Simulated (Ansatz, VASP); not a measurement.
# One calculation of MgO, two programs

File INCAR:

```
ALGO = Normal
EDIFF = 1E-6
ENCUT = 520
GGA = PS
ISIF = 2
ISMEAR = 0
LASPH = T
LCHARG = F
LREAL = F
LWAVE = F
NBANDS = 16
NELM = 80
PREC = Accurate
SIGMA = 0.05
```

Contents of KPOINTS:

```
k-points
0
Gamma
  9 9 6
```

The input POSCAR:

```
MgO
1.0
    3.4540523579      0.0000000000      0.0000000000
   -1.7270261790      2.9912970879      0.0000000000
    0.0000000000      0.0000000000      4.2924500482
Mg O
2 2
Direct
    0.6827906017      0.3655812035      0.7500000000
    0.3172093983      0.6344187965      0.2500000000
    0.6547947950      0.3095895900      0.2500000000
    0.3452052050      0.6904104100      0.7500000000
```

Input for Ansatz:

```yaml
crystal:
  lattice:
    - [3.4540523579, 0.0, 0.0]
    - [-1.727026179, 2.9912970879, 0.0]
    - [0.0, 0.0, 4.2924500482]
  atoms:
    - { symbol: Mg, position: [0.6827906017, 0.3655812035, 0.75] }
    - { symbol: Mg, position: [0.3172093983, 0.6344187965, 0.25] }
    - { symbol: O, position: [0.654794795, 0.30958959, 0.25] }
    - { symbol: O, position: [0.345205205, 0.69041041, 0.75] }
basis:
  ecutwfc: 520.0
kpoints:
  mp_grid: { grid: [9, 9, 6] }
hamiltonian:
  xc: pbesol
  pseudopotentials: { kind: paw, azcp: { folder: soft_1 } }
scf:
  occupations: { method: gaussian, width: 0.05 }
output:
  forces: true
  stress: true
  eigenvalues: true
```

Change from the starting cell: mode 5 frozen in at +0.098 Å, strain +e along z and -e/2 along x and y +0.0233.

Alike in both runs: task single point; functional PBEsol; k mesh 9 × 9 × 6; occupations gaussian, width 0.05 eV; no spin polarisation.

|  | VASP | Ansatz |
| --- | --- | --- |
| version | VASP 6.6.1 | Ansatz 0.2.0 |
| potentials or method | VASP PAW PBE potentials, release 64 (Mg, O) | scalar-relativistic, plane waves, PAW |
| plane-wave cutoff (eV) | 520 | 520 |
| valence electrons in the cell | 16 | 32 |

VASP gave:

| Quantity | Value |
| --- | --- |
| gap on the k mesh at the Fermi level (eV) | 3.17 |
| least direct gap on the mesh (eV) | 3.17 |
| pressure (GPa) | -0.1 |
| largest component of the traceless stress (GPa) | 3.26 |
| rms of the force components (eV/Å) | 0.294 |

**Question.** What did Ansatz give for the same quantities?

**Answer.** gap on the k mesh at the Fermi level (eV): 3.18; least direct gap on the mesh (eV): 3.18; pressure (GPa): 0.3; largest component of the traceless stress (GPa): 3.16; rms of the force components (eV/Å): 0.291.

Atom by atom the forces differ by 0.003 eV/Å (rms over components). The two sets of potentials don't hold the same shells in valence. Ansatz warned: «pseudo_functional_mismatch».

Caveats: the PAW data sets were made with another functional, which shifts forces and pressure a little (VASP).
